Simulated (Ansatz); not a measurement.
CdS (Hawleyite): band structure with HSE06

CdS (Hawleyite):

```
Cd S
1.0
     0.00000    2.91650    2.91650
     2.91650    0.00000    2.91650
     2.91650    2.91650    0.00000
Cd S
1 1
Direct
  0.00000 0.00000 0.00000
  0.75000 0.75000 0.75000
```

* Program: Ansatz 0.2.0
* Task: band structure
* Functional: HSE06
* Potentials or basis: Ansatz PAW
* Cutoff: 420 eV (not typed: the program's choice for these potentials)
* k mesh: 6 × 6 × 6
* Occupations: fermi-dirac, width 0.05 eV
* Spin: no spin polarisation
* Path: [["G", "X", "W", "K", "G", "L", "U", "W", "L", "K"], ["U", "X"]]
* Points for each segment of the path: 4

| Item | Value |
| --- | --- |
| Pressure | 1.7 GPa |
| Band gap on the k mesh | 2.16 eV, direct |
| Band gap along the path | 2.16 eV, direct |

Levels at the corners of the path, in eV from the valence-band top:
| point | band 11 | band 12 | band 13 | band 14 | band 15 | band 16 |
| --- | --- | --- | --- | --- | --- | --- |
| Γ | 0.00 | 0.00 | 0.00 | 2.16 | 7.70 | 7.70 |
| X | -4.21 | -2.01 | -2.01 | 4.45 | 5.48 | 10.51 |
| W | -4.11 | -2.39 | -2.37 | 6.42 | 6.77 | 8.43 |
| K | -4.16 | -2.71 | -1.64 | 5.25 | 6.65 | 9.65 |
| Γ | 0.00 | 0.00 | 0.00 | 2.16 | 7.70 | 7.70 |
| L | -4.69 | -0.80 | -0.80 | 4.11 | 8.15 | 8.15 |
| U | -4.16 | -2.71 | -1.64 | 5.25 | 6.65 | 9.65 |
| W | -4.11 | -2.39 | -2.37 | 6.42 | 6.77 | 8.43 |
| L | -4.69 | -0.80 | -0.80 | 4.11 | 8.15 | 8.15 |
| K | -4.16 | -2.71 | -1.64 | 5.25 | 6.65 | 9.65 |
| U | -4.16 | -2.71 | -1.64 | 5.25 | 6.65 | 9.65 |
| X | -4.21 | -2.01 | -2.01 | 4.45 | 5.48 | 10.51 |

It took 55 s on 1 × NVIDIA H100 80GB HBM3 with 2 threads of AMD EPYC 7R13 Processor (Zen 3), on a shared host, peak memory 2.4 GiB.

Caveat: the PAW data sets come from PBE, with cores solved anew for the run's functional, which leaves a small shift of forces and pressure; the thresholds are loose for stress.
